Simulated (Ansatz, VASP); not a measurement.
# CdTe in VASP and in Ansatz

INCAR

```
SYSTEM = CdTe
PREC = Accurate
ENCUT = 520
EDIFF = 1E-7
ISMEAR = -1
SIGMA = 0.02
LREAL = .False.
LASPH = .True.
NELM = 100
ALGO = Fast
ISIF = 2
LWAVE = .False.
LCHARG = .False.
GGA = PE
NBANDS = 16
```

The input KPOINTS:

```
Automatic mesh
0
Gamma
  6 6 6
  0 0 0
```

POSCAR

```
CdTe
1.0
    0.0000000000      3.3727778470      3.2799551172
    3.3727778470      0.0000000000      3.2799551172
    3.3727778470      3.3727778470      0.0000000000
Cd Te
1 1
Direct
    0.0000000000      0.0000000000      0.0000000000
    0.2500000000      0.2500000000      0.2500000000
```

Input for Ansatz:

```yaml
crystal:
  lattice:
    - [0.0, 3.372777847, 3.2799551172]
    - [3.372777847, 0.0, 3.2799551172]
    - [3.372777847, 3.372777847, 0.0]
  atoms:
    - { symbol: Cd, position: [0.0, 0.0, 0.0] }
    - { symbol: Te, position: [0.25, 0.25, 0.25] }
kpoints:
  mp_grid: { grid: [6, 6, 6] }
  band_path:
    path:
      - [0.0, 0.0, 0.0]
      - [-0.5, -0.5, 0.0]
      - [-0.375, -0.375, 0.25]
      - [-0.375, 0.0, 0.375]
      - [0.0, 0.0, 0.5]
      - [-0.5, -0.25, 0.25]
    npoints: 1
hamiltonian:
  xc: pbe
scf:
  occupations: { method: fermi_dirac, width: 0.02 }
  n_extra_bands: 4
output:
  forces: true
  stress: true
  eigenvalues: true
```

Change from the starting cell: biaxial_xy strain +2.8%.

Alike in both runs: task single point; functional PBE; k mesh 6 × 6 × 6; occupations fermi-dirac, width 0.02 eV; no spin polarisation.

|  | VASP | Ansatz |
| --- | --- | --- |
| version | VASP 6.6.1 | Ansatz 0.2.0 |
| potentials or method | VASP PAW PBE potentials, release 64 (Cd, Te) | plane waves, PAW |
| plane-wave cutoff (eV) | 520 | 420 |
| valence electrons in the cell | 18 | 36 |

Ansatz gave:

```
pressure (GPa)                                  : -1.0
largest component of the traceless stress (GPa) : 0.30
```

Task: What did VASP give for the same quantities?

Result: Pressure (GPa): -0.9; largest component of the traceless stress (GPa): 0.30.

The two sets of potentials don't hold the same shells in valence.

Caveats: spin-orbit coupling is left out, which moves the levels of the heavy elements.
